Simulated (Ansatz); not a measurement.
Crystal: Hf.

```xyz
1
Lattice="-1.8050 1.8050 1.8050 1.8050 -1.8050 1.8050 1.8050 1.8050 -1.8050" Properties=species:S:1:pos:R:3 pbc="T T T"
Hf    0.0000    0.0000    0.0000
```

This isn't the form of Hf at room conditions, which is hcp.

Base run:

| Quantity | Value |
| --- | --- |
| Program | Ansatz 0.2.0 |
| Functional | PBE |
| Potentials or basis | Ansatz PAW |
| Cutoff | 420 eV (not typed: the program's choice for these potentials) |
| k mesh | 7 × 7 × 7 |
| Occupations | fermi-dirac, width 0.05 eV |
| Spin | spin-orbit coupling, no magnetisation |

Its results: band gap on the k mesh none (metal or under the smearing width); pressure -4.3 GPa.

Question: The run is repeated on the same cell with these changes: functional from PBE to LDA. What comes out?

Answer: Band gap on the k mesh none (metal or under the smearing width); pressure -11.8 GPa.

LDA binds more tightly than PBE, so the same cell stands under less pressure.

Caveats: the PAW data sets come from PBE, with cores solved anew for the run's functional, which leaves a small shift of forces and pressure (some runs).
